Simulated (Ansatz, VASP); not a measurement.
## Al2O3: VASP beside Ansatz

Contents of INCAR:

```
SYSTEM = Al2O3
ALGO = Normal
DIPOL = 0.5 0.5 0.500
EDIFF = 1E-7
ENCUT = 520
GGA = PE
IDIPOL = 3
ISIF = 2
ISMEAR = 0
ISPIN = 2
LASPH = .True.
LCHARG = .False.
LDIPOL = .True.
LORBIT = 11
LREAL = .False.
LWAVE = .False.
MAGMOM = 0 0 1 1 1
NBANDS = 24
NELM = 150
PREC = Accurate
SIGMA = 0.1
```

Contents of KPOINTS:

```
k-points
0
Gamma
  6 6 1
  0 0 0
```

File POSCAR:

```
Al2O3
1.0
    4.2228450000      0.0000000000      0.0000000000
   -2.1114220000      3.6570910000      0.0000000000
    0.0000000000      0.0000000000     16.0000000000
Al O
2 3
Direct
    0.3333333300      0.6666666700      0.5568963000
    0.6666666700      0.3333333300      0.4431037000
    0.0000000000      0.0000000000      0.5000000000
    0.3333333300      0.6666666700      0.4423823500
    0.6666666700      0.3333333300      0.5576176500
```

Input for Ansatz:

```yaml
crystal:
  lattice:
    - [4.222845, 0.0, 0.0]
    - [-2.111422, 3.657091, 0.0]
    - [0.0, 0.0, 16.0]
  atoms:
    - { symbol: Al, position: [0.33333333, 0.66666667, 0.5568963] }
    - { symbol: Al, position: [0.66666667, 0.33333333, 0.4431037] }
    - { symbol: O, position: [0.0, 0.0, 0.5], spin: 1.0 }
    - { symbol: O, position: [0.33333333, 0.66666667, 0.44238235], spin: 1.0 }
    - { symbol: O, position: [0.66666667, 0.33333333, 0.55761765], spin: 1.0 }
  periodic: [true, true, false]
basis:
  ecutwfc: 420
kpoints:
  mp_grid: { grid: [6, 6, 1] }
hamiltonian:
  xc: pbe
scf:
  occupations: { method: gaussian, width: 0.1 }
  lower_state_search: "off"
output:
  forces: true
  stress: true
  eigenvalues: true
  populations: true
magnetization:
  spin_polarized: true
```

Alike in both runs: task single point; functional PBE; k mesh 6 × 6 × 1; occupations gaussian, width 0.1 eV; collinear spin.

```csv
,VASP,Ansatz
version,VASP 6.6.1,Ansatz 0.2.0
potentials or method,"VASP PAW PBE potentials, release 64 (Al, O)","scalar-relativistic, plane waves, PAW"
plane-wave cutoff (eV),520,420
valence electrons in the cell,24,24
```

```tsv
	VASP	Ansatz	Ansatz less VASP
gap on the k mesh at the Fermi level (eV)	none	none	-
rms of the force components (eV/Å)	1.109	1.123	+0.0135
net moment per atom (μB)	0.00	0.00	0.000
```

Atom by atom the forces differ by 0.025 eV/Å (rms over components). A gap of «none» marks a metal or a gap that the smearing closes. The functional is the same, so the differences come from potentials, cutoffs and numerics. Ansatz warned: «seeded_moment_not_kept».
